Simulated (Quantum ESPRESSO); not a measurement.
# Os (P6_3/mmc) in Quantum ESPRESSO: notebook, part 2 of 4

Quantum ESPRESSO 7.5. The steps go on from the part before.

## 3. Band structure, PBEsol

The input, pw.in:

```
&CONTROL
  calculation = 'scf'
  prefix = 'pwscf'
  outdir = './tmp'
  pseudo_dir = './pseudo'
  tprnfor = .true.
  tstress = .true.
  disk_io = 'low'
/
&SYSTEM
  ibrav = 0
  celldm(1) = 8
  nat = 2
  ntyp = 1
  ecutwfc = 70
  nbnd = 24
  input_dft = 'pbesol'
  occupations = 'smearing'
  smearing = 'fd'
  degauss = 0.00367493
/
&ELECTRONS
  conv_thr = 4d-10
  electron_maxstep = 120
  mixing_beta = 0.5
/
ATOMIC_SPECIES
Os   190.2300 Os_ONCV_PBE-1.2.upf
CELL_PARAMETERS alat
  0.6458375246674   0.0000000000000   0.0000000000000
 -0.3229187623337   0.5593117030823   0.0000000000000
  0.0000000000000   0.0000000000000   1.0203812425682
ATOMIC_POSITIONS crystal
Os     0.6666666667    0.3333333333    0.7500000000
Os     0.3333333333    0.6666666667    0.2500000000
K_POINTS automatic
11 11 6 0 0 0
```

The input, pp_density.in:

```
&INPUTPP
  prefix = 'pwscf'
  outdir = './tmp'
  filplot = 'density.dat'
  plot_num = 0
/
&PLOT
  nfile = 1
  filepp(1) = 'density.dat'
  iflag = 3
  output_format = 6
  fileout = 'density.cube'
/
```

The input, pp_potential.in:

```
&INPUTPP
  prefix = 'pwscf'
  outdir = './tmp'
  filplot = 'potential.dat'
  plot_num = 11
/
&PLOT
  nfile = 1
  filepp(1) = 'potential.dat'
  iflag = 3
  output_format = 6
  fileout = 'potential.cube'
/
```

The input, pp_elf.in:

```
&INPUTPP
  prefix = 'pwscf'
  outdir = './tmp'
  filplot = 'elf.dat'
  plot_num = 8
/
&PLOT
  nfile = 1
  filepp(1) = 'elf.dat'
  iflag = 3
  output_format = 6
  fileout = 'elf.cube'
/
```

The input, bands.in:

```
&CONTROL
  calculation = 'bands'
  prefix = 'pwscf'
  outdir = './tmp'
  pseudo_dir = './pseudo'
  disk_io = 'low'
  verbosity = 'high'
/
&SYSTEM
  ibrav = 0
  celldm(1) = 8
  nat = 2
  ntyp = 1
  ecutwfc = 70
  nbnd = 24
  input_dft = 'pbesol'
  occupations = 'smearing'
  smearing = 'fd'
  degauss = 0.00367493
/
&ELECTRONS
  conv_thr = 1d-08
  electron_maxstep = 120
  mixing_beta = 0.5
  diago_full_acc = .true.
  startingwfc = 'random'
/
ATOMIC_SPECIES
Os   190.2300 Os_ONCV_PBE-1.2.upf
CELL_PARAMETERS alat
  0.6458375246674   0.0000000000000   0.0000000000000
 -0.3229187623337   0.5593117030823   0.0000000000000
  0.0000000000000   0.0000000000000   1.0203812425682
ATOMIC_POSITIONS crystal
Os     0.6666666667    0.3333333333    0.7500000000
Os     0.3333333333    0.6666666667    0.2500000000
K_POINTS crystal
60
 0.0000000000  0.0000000000  0.0000000000 1
 0.0714285714  0.0000000000  0.0000000000 1
 0.1428571429  0.0000000000  0.0000000000 1
 0.2142857143  0.0000000000  0.0000000000 1
 0.2857142857  0.0000000000  0.0000000000 1
 0.3571428571  0.0000000000  0.0000000000 1
 0.4285714286  0.0000000000  0.0000000000 1
 0.5000000000  0.0000000000  0.0000000000 1
 0.4583333333  0.0833333333  0.0000000000 1
 0.4166666667  0.1666666667  0.0000000000 1
 0.3750000000  0.2500000000  0.0000000000 1
 0.3333333333  0.3333333333  0.0000000000 1
 0.2962962963  0.2962962963  0.0000000000 1
 0.2592592593  0.2592592593  0.0000000000 1
 0.2222222222  0.2222222222  0.0000000000 1
 0.1851851852  0.1851851852  0.0000000000 1
 0.1481481481  0.1481481481  0.0000000000 1
 0.1111111111  0.1111111111  0.0000000000 1
 0.0740740741  0.0740740741  0.0000000000 1
 0.0370370370  0.0370370370  0.0000000000 1
 0.0000000000  0.0000000000  0.0000000000 1
 0.0000000000  0.0000000000  0.1250000000 1
 0.0000000000  0.0000000000  0.2500000000 1
 0.0000000000  0.0000000000  0.3750000000 1
 0.0000000000  0.0000000000  0.5000000000 1
 0.0625000000  0.0000000000  0.5000000000 1
 0.1250000000  0.0000000000  0.5000000000 1
 0.1875000000  0.0000000000  0.5000000000 1
 0.2500000000  0.0000000000  0.5000000000 1
 0.3125000000  0.0000000000  0.5000000000 1
 0.3750000000  0.0000000000  0.5000000000 1
 0.4375000000  0.0000000000  0.5000000000 1
 0.5000000000  0.0000000000  0.5000000000 1
 0.4666666667  0.0666666667  0.5000000000 1
 0.4333333333  0.1333333333  0.5000000000 1
 0.4000000000  0.2000000000  0.5000000000 1
 0.3666666667  0.2666666667  0.5000000000 1
 0.3333333333  0.3333333333  0.5000000000 1
 0.3030303030  0.3030303030  0.5000000000 1
 0.2727272727  0.2727272727  0.5000000000 1
 0.2424242424  0.2424242424  0.5000000000 1
 0.2121212121  0.2121212121  0.5000000000 1
 0.1818181818  0.1818181818  0.5000000000 1
 0.1515151515  0.1515151515  0.5000000000 1
 0.1212121212  0.1212121212  0.5000000000 1
 0.0909090909  0.0909090909  0.5000000000 1
 0.0606060606  0.0606060606  0.5000000000 1
 0.0303030303  0.0303030303  0.5000000000 1
 0.0000000000  0.0000000000  0.5000000000 1
 0.5000000000  0.0000000000  0.5000000000 1
 0.5000000000  0.0000000000  0.3750000000 1
 0.5000000000  0.0000000000  0.2500000000 1
 0.5000000000  0.0000000000  0.1250000000 1
 0.5000000000  0.0000000000  0.0000000000 1
 0.3333333333  0.3333333333  0.0000000000 1
 0.3333333333  0.3333333333  0.1000000000 1
 0.3333333333  0.3333333333  0.2000000000 1
 0.3333333333  0.3333333333  0.3000000000 1
 0.3333333333  0.3333333333  0.4000000000 1
 0.3333333333  0.3333333333  0.5000000000 1
```

Potentials or basis: SG15 PBE 1.2.

Run with:

```bash
$ OMP_NUM_THREADS=1 pw.x -in pw.in > pw.out
$ OMP_NUM_THREADS=1 pp.x -in pp_density.in > pp_density.out
$ OMP_NUM_THREADS=1 pp.x -in pp_potential.in > pp_potential.out
$ OMP_NUM_THREADS=1 pp.x -in pp_elf.in > pp_elf.out
$ OMP_NUM_THREADS=1 pw.x -in bands.in > bands.out
```

pw.out:

```text
This program is part of the open-source Quantum ESPRESSO suite
     for quantum simulation of materials; please cite
         "P. Giannozzi et al., J. Phys.:Condens. Matter 21 395502 (2009);
         "P. Giannozzi et al., J. Phys.:Condens. Matter 29 465901 (2017);
         "P. Giannozzi et al., J. Chem. Phys. 152 154105 (2020);
     in publications or presentations arising from this work. More details at

     IMPORTANT: XC functional enforced from input :
     Exchange-correlation= PBESOL
                           (   1   4  10   8   0   0   0)
     Any further DFT definition will be discarded
     Please, verify this is what you really want

     Message from routine setup:
     using ibrav=0 with symmetry is DISCOURAGED, use correct ibrav instead

     G-vector sticks info
     --------------------
     sticks:   dense  smooth     PW     G-vecs:    dense   smooth      PW
     Sum         511     511    163                14989    14989    2489
[... 196 lines left out ...]
    15.0519  18.2488  23.0471  23.0471  23.3033  23.8998  23.8998  24.5572
    24.5572  26.0564  27.8375  27.8375  35.0833  39.3385  41.7596  43.0556
[... 375 lines left out ...]
   -60.4051 -60.4051 -20.2390 -20.2390 -19.9235 -19.9235 -19.4969 -19.4969
    20.0073  20.0073  21.2661  21.2661  22.6318  22.6318  24.8179  24.8179
    27.8666  27.8666  33.7653  33.7653  35.5026  35.5026  38.0801  38.0801

     the Fermi energy is    26.0764 ev

!    total energy              =    -367.83005046 Ry
     estimated scf accuracy    <          1.2E-10 Ry
     smearing contrib. (-TS)   =      -0.00095893 Ry
     internal energy E=F+TS    =    -367.82909152 Ry

     The total energy is F=E-TS. E is the sum of the following terms:
     one-electron contribution =     -50.70987552 Ry
     hartree contribution      =      45.50306584 Ry
     xc contribution           =     -37.86262111 Ry
     ewald contribution        =    -324.75966074 Ry

     convergence has been achieved in   8 iterations

     Forces acting on atoms (cartesian axes, Ry/au):

     atom    1 type  1   force =     0.00000000   -0.00000000    0.00000000
     atom    2 type  1   force =    -0.00000000    0.00000000    0.00000000

     Total force =     0.000000     Total SCF correction =     0.000000

     Computing stress (Cartesian axis) and pressure

          total   stress  (Ry/bohr**3)                   (kbar)     P=      -19.76
  -0.00013784   0.00000000  -0.00000000          -20.28        0.00       -0.00
  -0.00000000  -0.00013784  -0.00000000           -0.00      -20.28       -0.00
  -0.00000000  -0.00000000  -0.00012735           -0.00       -0.00      -18.73

=------------------------------------------------------------------------------=
   JOB DONE.
=------------------------------------------------------------------------------=
```

pp_density.out:

```text
This program is part of the open-source Quantum ESPRESSO suite
     for quantum simulation of materials; please cite
         "P. Giannozzi et al., J. Phys.:Condens. Matter 21 395502 (2009);
         "P. Giannozzi et al., J. Phys.:Condens. Matter 29 465901 (2017);
         "P. Giannozzi et al., J. Chem. Phys. 152 154105 (2020);
     in publications or presentations arising from this work. More details at

     IMPORTANT: XC functional enforced from input :
     Exchange-correlation= PBESOL
                           (   1   4  10   8   0   0   0)
     Any further DFT definition will be discarded
     Please, verify this is what you really want

     G-vector sticks info
     --------------------
     sticks:   dense  smooth     PW     G-vecs:    dense   smooth      PW
     Sum         511     511    163                14989    14989    2489

     Using Slab Decomposition

     Calling punch_plot, plot_num =   0
     Writing data to file  density.dat
     Reading data from file  density.dat

     Writing data to be plotted to file density.cube
     Plot Type: 3D                     Output format: Gaussian cube

=------------------------------------------------------------------------------=
   JOB DONE.
=------------------------------------------------------------------------------=
```

pp_potential.out:

```text
This program is part of the open-source Quantum ESPRESSO suite
     for quantum simulation of materials; please cite
         "P. Giannozzi et al., J. Phys.:Condens. Matter 21 395502 (2009);
         "P. Giannozzi et al., J. Phys.:Condens. Matter 29 465901 (2017);
         "P. Giannozzi et al., J. Chem. Phys. 152 154105 (2020);
     in publications or presentations arising from this work. More details at

     IMPORTANT: XC functional enforced from input :
     Exchange-correlation= PBESOL
                           (   1   4  10   8   0   0   0)
     Any further DFT definition will be discarded
     Please, verify this is what you really want

     G-vector sticks info
     --------------------
     sticks:   dense  smooth     PW     G-vecs:    dense   smooth      PW
     Sum         511     511    163                14989    14989    2489

     Using Slab Decomposition

     Calling punch_plot, plot_num =  11
     Writing data to file  potential.dat
     Reading data from file  potential.dat

     Writing data to be plotted to file potential.cube
     Plot Type: 3D                     Output format: Gaussian cube

=------------------------------------------------------------------------------=
   JOB DONE.
=------------------------------------------------------------------------------=
```

Wall time 82 s (1 thread of Arm Neoverse V1, shared host); peak memory 0.09 GiB.

Results:

| Item | Value |
| --- | --- |
| Free energy | -5004.5828 eV |
| Pressure | -2.0 GPa |
| Band gap on the k mesh | none (metal or under the smearing width) |

Levels at the corners of the path, in eV from the Fermi level:
```csv
point,band 14,band 15,band 16,band 17,band 18,band 19
Γ,-2.18,-2.18,-1.52,-1.52,-0.02,1.76
M,-2.55,-1.85,2.14,2.71,2.83,4.50
K,-3.42,-1.30,1.56,1.56,2.16,5.25
Γ,-2.18,-2.18,-1.52,-1.52,-0.02,1.76
A,-3.22,-3.22,-3.22,0.97,0.97,0.97
L,-1.17,-0.18,-0.18,2.48,2.48,3.36
H,-3.43,-1.33,-1.33,1.69,1.69,8.37
A,-3.22,-3.22,-3.22,0.97,0.97,0.97
L,-1.17,-0.18,-0.18,2.48,2.48,3.36
M,-2.55,-1.85,2.14,2.71,2.83,4.50
K,-3.42,-1.30,1.56,1.56,2.16,5.25
H,-3.43,-1.33,-1.33,1.69,1.69,8.37
```

Caveat: the potentials were made for another functional, which shifts forces and pressure; spin-orbit coupling is left out, which moves the levels of the heavy elements.

[end of part 2 of 4]
